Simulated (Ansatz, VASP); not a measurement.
Two plane-wave programs on Na

File INCAR:

```
SYSTEM = Na
PREC = Accurate ; ENCUT = 520
EDIFF = 1E-7 ; ISMEAR = -1
SIGMA = 0.05 ; LREAL = .False.
LASPH = .True. ; NELM = 80
ALGO = Normal ; ISIF = 2
LWAVE = .False. ; LCHARG = .False.
GGA = PE ; NBANDS = 10
```

File KPOINTS:

```
Automatic mesh
0
Gamma
  9 9 9
  0 0 0
```

POSCAR

```
Na
1.0
   -2.1829910528      2.1829910528      2.1829910528
    2.1829910528     -2.1829910528      2.1829910528
    2.1829910528      2.1829910528     -2.1829910528
Na
1
Direct
    0.0000000000      0.0000000000      0.0000000000
```

Contents of input.yaml:

```yaml
crystal:
  lattice:
    - [-2.1829910528, 2.1829910528, 2.1829910528]
    - [2.1829910528, -2.1829910528, 2.1829910528]
    - [2.1829910528, 2.1829910528, -2.1829910528]
  atoms:
    - { symbol: Na, position: [0.0, 0.0, 0.0] }
hamiltonian:
  xc: pbe
  pseudopotentials: { kind: paw }
kpoints:
  mp_grid: { grid: [9, 9, 9] }
scf:
  occupations: { method: fermi_dirac, width: 0.05 }
output:
  forces: true
  stress: true
  eigenvalues: true
```

Change from the starting cell: volume scaled by 1.06.

Alike in both runs: task single point; functional PBE; k mesh 9 × 9 × 9; occupations fermi-dirac, width 0.05 eV; no spin polarisation.

```csv
,VASP,Ansatz
version,VASP 6.6.1,Ansatz 0.2.0
potentials or method,"VASP PAW PBE potentials, release 64 (Na_pv)",Ansatz PAW
plane-wave cutoff (eV),520,420
valence electrons in the cell,7,9
```

|  | VASP | Ansatz | Ansatz less VASP |
| --- | --- | --- | --- |
| gap on the k mesh at the Fermi level (eV) | none | none | - |
| pressure (GPa) | -0.8 | -0.8 | +0.01 |

A gap of «none» marks a metal or a gap that the smearing closes. With one functional, cell and mesh, what is left measures potentials, basis and numerics. The two sets of potentials don't hold the same shells in valence.
